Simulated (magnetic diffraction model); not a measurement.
**Which magnetic order? LaDy4Cu24**

Space group I-43m (no. 217), a = 9.5340 Å.

| site | atom | x | y | z |
| --- | --- | --- | --- | --- |
| 8c | Dy | 0.6897 | 0.3103 | 0.3103 |
| 2a | La | 0 | 0 | 0 |
| 24g | Cu | 0.9080 | 0.0920 | 0.2862 |
| 24g | Cu | 0.3606 | 0.9662 | 0.3606 |

This is a made-up structure (elements placed in a structure type, unrelaxed), so the numbers test the method and describe no known phase.

Only Dy is taken to order (form factors of Dy3+); orders and moment sizes are assumed, and not adapted to the symmetry. Radiation: neutrons of λ = 4.2 Å (absorption by Dy left out), 8° to 90°; isotropic B of 0.2 Å² (Dy), 0.29 Å² (La) and 0.34 Å² (Cu). Simulated constant-wavelength pattern: nuclear and magnetic terms add, the magnetic one as |2.695 fm × Σ f S⊥ exp(2πi Q·r) exp(−B s²)|², summed over all Q at one angle with the factor 1/(sin²θ cos θ). For collinear order S is the moment m, which repeats by lattice and centring translations R with the sign exp(−2πi k·R). Free-ion form factors, Sears's scattering lengths of 1992, no absorption; a label names one of the reflections at its angle. The strongest nuclear line in the range is 100, and lines under 0.2 are left out.

Above the ordering temperature:

```tsv
2θ (°)	index	I
36.30	(1 1 0)	1.0
52.27	(2 0 0)	87.5
65.30	(2 1 1)	100.0
77.07	(2 2 0)	42.9
88.30	(3 1 0)	15.9
```

Below it (cell unchanged):

```csv
2θ (°),I
25.45,787.1
36.30,1.0
44.85,350.5
52.27,87.5
59.01,636.7
65.30,100.0
77.07,42.9
82.72,463.7
88.30,15.9
```

**Question.** Find the propagation vector, then choose among these models:
A. collinear moments along [111], 9.6 μB on Dy; signs + at (0.6897, 0.3103, 0.3103), + at (0.3103, 0.6897, 0.3103), + at (0.1897, 0.1897, 0.1897), + at (0.3103, 0.3103, 0.6897)
B. collinear moments along [111], 9.6 μB on Dy; signs + at (0.6897, 0.3103, 0.3103), − at (0.3103, 0.6897, 0.3103), − at (0.1897, 0.1897, 0.1897), + at (0.3103, 0.3103, 0.6897)
C. collinear moments along [001], 9.6 μB on Dy; signs + at (0.6897, 0.3103, 0.3103), + at (0.3103, 0.6897, 0.3103), + at (0.1897, 0.1897, 0.1897), + at (0.3103, 0.3103, 0.6897)
D. collinear moments along [001], 9.6 μB on Dy; signs + at (0.6897, 0.3103, 0.3103), − at (0.3103, 0.6897, 0.3103), − at (0.1897, 0.1897, 0.1897), + at (0.3103, 0.3103, 0.6897)

The new lines index as (1 0 0) at 25.45°, (1 1 1) at 44.85°, (2 1 0) at 59.01° and (3 0 0) at 82.72°, that is as H ± k with k = (1 0 0). The indices are whole but break the lattice centring, so the moments reverse under a centring translation, those with k·t a half-integer.

Magnetic intensity, observed (below minus above) and for each model:

| 2θ (°) | index | observed | A | B | C | D |
| --- | --- | --- | --- | --- | --- | --- |
| 25.45 | (1 0 0) | 787.1 | 787.1 | 787.1 | 787.1 | 787.1 |
| 44.85 | (1 1 1) | 350.5 | 184.9 | 405.7 | 350.5 | 350.5 |
| 59.01 | (2 1 0) | 636.7 | 811.4 | 578.4 | 636.7 | 636.7 |
| 82.72 | (3 0 0) | 463.7 | 412.5 | 480.8 | 463.7 | 463.7 |

Models C and D match alike on every line, so these data can't choose among them (such ties are often domains of one structure).

The structure used: k = (1 0 0), collinear moments along [001], 9.6 μB on Dy; signs + at (0.6897, 0.3103, 0.3103), − at (0.3103, 0.6897, 0.3103), − at (0.1897, 0.1897, 0.1897), + at (0.3103, 0.3103, 0.6897).

[Logs are printed without paths, hosts, clocks, repeated set-up lines and the standing remarks that a program may print on its own settings, such as how far it seeks lower states.]
